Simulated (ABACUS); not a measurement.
# BAs (F-43m) in ABACUS: a series of runs

One crystal, BAs, is run at these levels: PBE; tasks: equation of state.

Everything below comes from runs of ABACUS 3.10.1. Logs are shortened: lines on timing, memory, paths and dates and some standing lists are left out, and cuts for length are marked.

**Experimental background.**

From “Basic Physical Properties of Cubic Boron Arsenide”, 2019, arxiv:1911.11281, for a bulk crystal of BAs: bulk modulus 148 GPa.

How close the calculation comes is told below.

**1. The crystal as given**

The structure is cubic, space group F-43m (No. 216). Conventional cell: a = 4.777 Å, b = 4.777 Å, c = 4.777 Å, α = 90.00°, β = 90.00°, γ = 90.00°. As (site symmetry -43m) is surrounded by 4 B at 2.07 Å. B (site symmetry -43m) is surrounded by 4 As at 2.07 Å.

**2. Equation of state, PBE, 12.81 Å³/atom (volume scaled by 0.94)**

File INPUT:

```
INPUT_PARAMETERS
suffix              BAs
calculation         scf
basis_type          lcao
pseudo_dir          ./
orbital_dir         ./
symmetry            1
dft_functional      pbe
ecutwfc             100
pseudo_rcut         10
nspin               1
nbands              13
ks_solver           genelpa
smearing_method     fd
smearing_sigma      0.00367493
scf_thr             1e-07
scf_nmax            100
mixing_type         broyden
mixing_beta         0.7
cal_force           1
cal_stress          1
out_mul             1
```

File STRU:

```
ATOMIC_SPECIES
As 74.9216 As.upf
B 10.8100 B.upf

NUMERICAL_ORBITAL
As_confined-atom_7au_2s2p2d.orb
B_confined-atom_7au_2s2p1d.orb

LATTICE_CONSTANT
1.8897261246

LATTICE_VECTORS
0.0000000000 2.3397414207 2.3397414207
2.3397414207 0.0000000000 2.3397414207
2.3397414207 2.3397414207 0.0000000000

ATOMIC_POSITIONS
Direct

As
0.0
1
0.7500000000 0.7500000000 0.7500000000 1 1 1

B
0.0
1
0.0000000000 0.0000000000 0.0000000000 1 1 1
```

File KPT:

```
K_POINTS
0
Gamma
10 10 10 0 0 0
```

Potentials or basis: PseudoDojo NC SR 0.4.1 PBE standard, DZP LCAO (the cutoffs set its grid).

On the command line:

```bash
OMP_NUM_THREADS=1 mpirun -np 4 abacus > log
```

running log:

```text
ABACUS v3.10.1

               Atomic-orbital Based Ab-initio Computation at UStc

 ------------------------------------------------------------------------------------

 READING GENERAL INFORMATION
                           global_out_dir = OUT.BAs/
                           global_in_card = INPUT
                               pseudo_dir = ./
                              orbital_dir = ./
                                    DSIZE = 4
                                    GSIZE = 1

 READING UNITCELL INFORMATION
                                    ntype = 2
                  lattice constant (Bohr) = 1.88973
              lattice constant (Angstrom) = 1

 READING ATOM TYPE 1
                               atom label = As
                      L=0, number of zeta = 2
                      L=1, number of zeta = 2
                      L=2, number of zeta = 2
             number of atom for this type = 1

 READING ATOM TYPE 2
                               atom label = B
                      L=0, number of zeta = 2
                      L=1, number of zeta = 2
                      L=2, number of zeta = 1
             number of atom for this type = 1

                        TOTAL ATOM NUMBER = 2
DIRECT COORDINATES
    atom                   x                   y                   z     mag                  vx                  vy                  vz
taud_As1            0.7500000000        0.7500000000        0.7500000000  0.0000        0.0000000000        0.0000000000        0.0000000000
taud_B1            0.0000000000        0.0000000000        0.0000000000  0.0000        0.0000000000        0.0000000000        0.0000000000

                          Volume (Bohr^3) = 172.874
                             Volume (A^3) = 25.6173

 Lattice vectors: (Cartesian coordinate: in unit of a_0)
                   +0            +2.33974            +2.33974
             +2.33974                  +0            +2.33974
             +2.33974            +2.33974                  +0
 Reciprocal vectors: (Cartesian coordinate: in unit of 2 pi/a_0)
            -0.213699           +0.213699           +0.213699
            +0.213699           -0.213699           +0.213699
            +0.213699           +0.213699           -0.213699
 The esolver type has been set to : ksdft_lcao

                PAO radial cut off (Bohr) = 10

 Read in pseudopotential file is As.upf
                     pseudopotential type = NC
          exchange-correlation functional = PBE
                 nonlocal core correction = 1
                        valence electrons = 15
                                     lmax = 2
                           number of zeta = 3
[... 216 lines left out ...]
                                BoxNumber = [ 9, 9, 9 ]

 SETUP EXTENDED REAL SPACE GRID FOR GRID INTEGRATION
                          real space grid = [ 40, 40, 40 ]
                 big cell numbers in grid = [ 8, 8, 8 ]
             meshcell numbers in big cell = [ 5, 5, 5 ]
                        extended fft grid = [ 11, 11, 11 ]
                dimension of extened grid = [ 31, 31, 31 ]
                            UnitCellTotal = 125
              Atom number in sub-FFT-grid = 2
    Local orbitals number in sub-FFT-grid = 31
                                ParaV.nnr = 18838
                                 init_chg = atomic

 LCAO ALGORITHM --------------- ION=   1  ELEC=   1--------------------------------

 Density error is 0.0826243831565
----------------------------------------------------------
     Energy           Rydberg                 eV
----------------------------------------------------------
 E_KohnSham     -217.9564705773      -2965.4499158213
 E_Harris       -218.9824528978      -2979.4091214272
 E_Fermi        0.9014593178         12.2649832371
----------------------------------------------------------
[... 69 lines left out ...]
 Density error is 6.65683799892e-08
----------------------------------------------------------
     Energy           Rydberg                 eV
----------------------------------------------------------
 E_KohnSham     -217.9944930902      -2965.9672386478
 E_KS(sigma->0) -217.9944930873      -2965.9672386091
 E_Harris       -217.9944928878      -2965.9672358946
 E_band         -14.1736562879       -192.8424870089
 E_one_elec     -97.8136901877       -1330.8235289595
 E_Hartree      59.3957312077        808.1203813007
 E_xc           -50.0911099813       -681.5245148903
 E_Ewald        -129.4854241231      -1761.7395760213
 E_entropy(-TS) -0.0000000057        -0.0000000774
 E_descf        0.0000000000         0.0000000000
 E_exx          0.0000000000         0.0000000000
 E_Fermi        0.9501797399         12.9278585866
----------------------------------------------------------

 charge density convergence is achieved
 final etot is -2965.9672386 eV
 EFERMI = 12.927858587 eV

 STATE ENERGY(eV) AND OCCUPATIONS    NSPIN == 1
 1/47 kpoint (Cartesian) = 0.0000 0.0000 0.0000 (722 pws)
       1       -23.7167     0.00200000
       2       -23.7167     0.00200000
       3       -23.7167     0.00200000
       4       -23.6825     0.00200000
       5       -23.6825     0.00200000
       6       -3.55112     0.00200000
       7        12.3509     0.00199998
       8        12.3509     0.00199998
       9        12.3509     0.00199998
      10        15.7547    5.59531e-28
      11        15.7547    5.59531e-28
      12        15.7547    5.59531e-28
      13        18.3240    2.69552e-50
[... 61 lines left out ...]
 6/47 kpoint (Cartesian) = 0.10685 0.10685 0.10685 (743 pws)
       1       -23.7123     0.00800000
       2       -23.7086     0.00800000
       3       -23.7086     0.00800000
       4       -23.6798     0.00800000
       5       -23.6798     0.00800000
       6      -0.534881     0.00800000
       7        3.11557     0.00800000
       8        10.4280     0.00800000
       9        10.4280     0.00800000
      10        15.4884    4.59969e-25
      11        17.2661    1.66689e-40
      12        17.2661    1.66689e-40
      13        22.5718    1.37106e-86

[... levels at 41 further k points ...]

 correction force for each atom along direction 1 is 0.0331634
 correction force for each atom along direction 2 is 0.00971480
 correction force for each atom along direction 3 is 0.0185588
------------------------------------------------------------------------------------------
 TOTAL-FORCE (eV/Angstrom)
------------------------------------------------------------------------------------------
                       As1         0.0000000000         0.0000000000         0.0000000000
                        B1         0.0000000000         0.0000000000         0.0000000000
------------------------------------------------------------------------------------------

----------------------------------------------------------------
 TOTAL-STRESS (KBAR)
----------------------------------------------------------------
       161.0020423342         0.0000000000         0.0000000000
        -0.0000000000       161.0020423342         0.0000000000
        -0.0000000000        -0.0000000000       161.0020423342
----------------------------------------------------------------
 TOTAL-PRESSURE: 161.002042 KBAR

 --------------------------------------------
 !FINAL_ETOT_IS -2965.9672386477741384 eV
 --------------------------------------------
```

mulliken.txt:

```text
 0
CALCULATE THE MULLIkEN ANALYSIS FOR EACH ATOM
 Total charge:	18
Decomposed Mulliken populations
[... 44 lines left out ...]
px                                     1             -0.0085
py                                     1              0.0286
SUM OVER M                                           -0.0475
SUM OVER M+Zeta                                       1.6259

dz^2                                   0              0.0462
dxz                                    0              0.0471
dyz                                    0              0.0525
dx^2-y^2                               0              0.0276
dxy                                    0              0.0651
SUM OVER M                                            0.2384
SUM OVER M+Zeta                                       0.2384

SUM OVER M+Zeta+L                                     3.2401

Total Charge on atom:                  B              3.2401
```

Wall time 3.3 s (4 MPI ranks of INTEL XEON PLATINUM 8581C at 2.10GHz (Emerald Rapids), shared host); peak memory 0.36 GiB.

Results:

| Property | Result |
| --- | --- |
| Free energy | -2965.9672 eV |
| Pressure | 16.1 GPa |
| Band gap on the k mesh | 1.19 eV, indirect (least direct gap 3.40 eV) |
| Mulliken charges | As +0.24; B -0.24 e |

Caveat: the atomic orbitals were generated for these runs and aren't a published set; Mulliken charges move with the basis; the basis of atomic orbitals isn't converged, which shifts pressures, moduli and gaps.

**3. Equation of state, PBE, 13.08 Å³/atom (volume scaled by 0.96)**

INPUT is that of step 2.

Edit STRU of step 2 so:

```diff
@@ -12,5 +12,5 @@
 LATTICE_VECTORS
-0.0000000000 2.3397414207 2.3397414207
-2.3397414207 0.0000000000 2.3397414207
-2.3397414207 2.3397414207 0.0000000000
+0.0000000000 2.3562190158 2.3562190158
+2.3562190158 0.0000000000 2.3562190158
+2.3562190158 2.3562190158 0.0000000000
```

KPT is that of step 2.

Potentials or basis: PseudoDojo NC SR 0.4.1 PBE standard, DZP LCAO (the cutoffs set its grid).

On the command line:

```bash
OMP_NUM_THREADS=1 mpirun -np 4 abacus > log
```

Run time: 3.9 s. Hardware: 4 MPI ranks of INTEL XEON PLATINUM 8581C at 2.10GHz (Emerald Rapids), shared host; peak memory 0.36 GiB.

Results (log left out):

* Free energy: -2966.0154 eV
* Pressure: 12.2 GPa
* Band gap on the k mesh: 1.21 eV, indirect (least direct gap 3.37 eV)
* Mulliken charges: As +0.23; B -0.23 e

Caveat: the atomic orbitals were generated for these runs and aren't a published set; Mulliken charges move with the basis; the basis of atomic orbitals isn't converged, which shifts pressures, moduli and gaps.

**4. Equation of state, PBE, 13.35 Å³/atom (volume scaled by 0.98)**

INPUT is that of step 3.

Edit STRU of step 3 so:

```diff
@@ -12,5 +12,5 @@
 LATTICE_VECTORS
-0.0000000000 2.3562190158 2.3562190158
-2.3562190158 0.0000000000 2.3562190158
-2.3562190158 2.3562190158 0.0000000000
+0.0000000000 2.3724693156 2.3724693156
+2.3724693156 0.0000000000 2.3724693156
+2.3724693156 2.3724693156 0.0000000000
```

KPT is that of step 3.

On the command line:

```bash
OMP_NUM_THREADS=1 mpirun -np 4 abacus > log
```

Wall time 4 s (4 MPI ranks of INTEL XEON PLATINUM 8581C at 2.10GHz (Emerald Rapids), shared host); peak memory 0.36 GiB.

It converged, with:

```
Free energy            : -2966.0508 eV
Pressure               : 8.7 GPa
Band gap on the k mesh : 1.23 eV, indirect (least direct gap 3.35 eV)
Mulliken charges       : As +0.22; B -0.22 e
```

Caveat: the atomic orbitals were generated for these runs and aren't a published set; Mulliken charges move with the basis; the basis of atomic orbitals isn't converged, which shifts pressures, moduli and gaps.

**5. Equation of state, PBE, 13.63 Å³/atom**

INPUT is that of step 4.

Edit STRU of step 4 so:

```diff
@@ -12,5 +12,5 @@
 LATTICE_VECTORS
-0.0000000000 2.3724693156 2.3724693156
-2.3724693156 0.0000000000 2.3724693156
-2.3724693156 2.3724693156 0.0000000000
+0.0000000000 2.3885000000 2.3885000000
+2.3885000000 0.0000000000 2.3885000000
+2.3885000000 2.3885000000 0.0000000000
```

KPT is that of step 4.

On the command line:

```bash
OMP_NUM_THREADS=1 mpirun -np 4 abacus > log
```

It took 3.7 s on 4 MPI ranks of INTEL XEON PLATINUM 8581C at 2.10GHz (Emerald Rapids), shared host; peak memory 0.36 GiB.

Results (log left out):

```yaml
Free_energy: -2966.0751 eV
Pressure: 5.6 GPa
Band_gap_on_the_k_mesh: 1.24 eV, indirect (least direct gap 3.32 eV)
Mulliken_charges: As +0.22; B -0.22 e
```

Caveat: the atomic orbitals were generated for these runs and aren't a published set; Mulliken charges move with the basis; the basis of atomic orbitals isn't converged, which shifts pressures, moduli and gaps.

**6. Equation of state, PBE, 13.90 Å³/atom (volume scaled by 1.02)**

INPUT is that of step 5.

Edit STRU of step 5 so:

```diff
@@ -12,5 +12,5 @@
 LATTICE_VECTORS
-0.0000000000 2.3885000000 2.3885000000
-2.3885000000 0.0000000000 2.3885000000
-2.3885000000 2.3885000000 0.0000000000
+0.0000000000 2.4043183418 2.4043183418
+2.4043183418 0.0000000000 2.4043183418
+2.4043183418 2.4043183418 0.0000000000
```

KPT is that of step 5.

Potentials or basis: PseudoDojo NC SR 0.4.1 PBE standard, DZP LCAO (the cutoffs set its grid).

On the command line:

```bash
OMP_NUM_THREADS=1 mpirun -np 4 abacus > log
```

Run time: 3.6 s. Hardware: 4 MPI ranks of INTEL XEON PLATINUM 8581C at 2.10GHz (Emerald Rapids), shared host; peak memory 0.36 GiB.

Results (log left out):

| Quantity | Value |
| --- | --- |
| Free energy | -2966.0891 eV |
| Pressure | 2.7 GPa |
| Band gap on the k mesh | 1.26 eV, indirect (least direct gap 3.29 eV) |
| Mulliken charges | As +0.21; B -0.21 e |

Caveat: the atomic orbitals were generated for these runs and aren't a published set; Mulliken charges move with the basis; the basis of atomic orbitals isn't converged, which shifts pressures, moduli and gaps.

**7. Equation of state, PBE, 14.17 Å³/atom (volume scaled by 1.04)**

INPUT is that of step 6.

Edit STRU of step 6 so:

```diff
@@ -12,5 +12,5 @@
 LATTICE_VECTORS
-0.0000000000 2.4043183418 2.4043183418
-2.4043183418 0.0000000000 2.4043183418
-2.4043183418 2.4043183418 0.0000000000
+0.0000000000 2.4199312360 2.4199312360
+2.4199312360 0.0000000000 2.4199312360
+2.4199312360 2.4199312360 0.0000000000
```

KPT is that of step 6.

On the command line:

```bash
OMP_NUM_THREADS=1 mpirun -np 4 abacus > log
```

Run time: 3.5 s. Hardware: 4 MPI ranks of INTEL XEON PLATINUM 8581C at 2.10GHz (Emerald Rapids), shared host; peak memory 0.36 GiB.

The run converged. Its results:

- Free energy: -2966.0934 eV
- Pressure: 0.0 GPa
- Band gap on the k mesh: 1.28 eV, indirect (least direct gap 3.27 eV)
- Mulliken charges: As +0.21; B -0.21 e

Caveat: the atomic orbitals were generated for these runs and aren't a published set; Mulliken charges move with the basis; the basis of atomic orbitals isn't converged, which shifts pressures, moduli and gaps.

**8. Equation of state, PBE, 14.44 Å³/atom (volume scaled by 1.06)**

INPUT is that of step 7.

Edit STRU of step 7 so:

```diff
@@ -12,5 +12,5 @@
 LATTICE_VECTORS
-0.0000000000 2.4199312360 2.4199312360
-2.4199312360 0.0000000000 2.4199312360
-2.4199312360 2.4199312360 0.0000000000
+0.0000000000 2.4353452264 2.4353452264
+2.4353452264 0.0000000000 2.4353452264
+2.4353452264 2.4353452264 0.0000000000
```

KPT is that of step 7.

On the command line:

```bash
OMP_NUM_THREADS=1 mpirun -np 4 abacus > log
```

Wall time 3.6 s (4 MPI ranks of INTEL XEON PLATINUM 8581C at 2.10GHz (Emerald Rapids), shared host); peak memory 0.36 GiB.

The run converged. Its results:

```yaml
Free_energy: -2966.0895 eV
Pressure: -2.3 GPa
Band_gap_on_the_k_mesh: 1.29 eV, indirect (least direct gap 3.25 eV)
Mulliken_charges: As +0.20; B -0.20 e
```

Caveat: the atomic orbitals were generated for these runs and aren't a published set; Mulliken charges move with the basis; the basis of atomic orbitals isn't converged, which shifts pressures, moduli and gaps.

**9. Equation of state, PBE**

Potentials or basis: PseudoDojo NC SR 0.4.1 PBE standard, DZP LCAO (the cutoffs set its grid).

This step only gathers the single runs of the series.

Results:

| Property | Result |
| --- | --- |
| Equilibrium volume | 14.18 Å³/atom |
| Bulk modulus | 130 GPa |
| Pressure derivative of the bulk modulus | 3.9 |

Energy against volume, from the lowest point:
```
volume (Å³/atom)  energy (meV/atom)
          12.809              63.08
          13.081              39.01
          13.354              21.31
          13.626               9.13
          13.899               2.16
          14.171               0.00
          14.444               1.94
```

Caveat: the atomic orbitals were generated for these runs and aren't a published set; the basis of atomic orbitals isn't converged, which shifts pressures, moduli and gaps. PBE usually gives volumes a little too large and moduli too small.

**10. How close it comes**

Step 9. Against the measured bulk modulus of BAs, 148 GPa (quoted in “Basic Physical Properties of Cubic Boron Arsenide”, 2019, arxiv:1911.11281), the calculated 130 GPa is off by -12.1 %. The fit is for a static lattice scaled at fixed shape and fixed fractional positions.
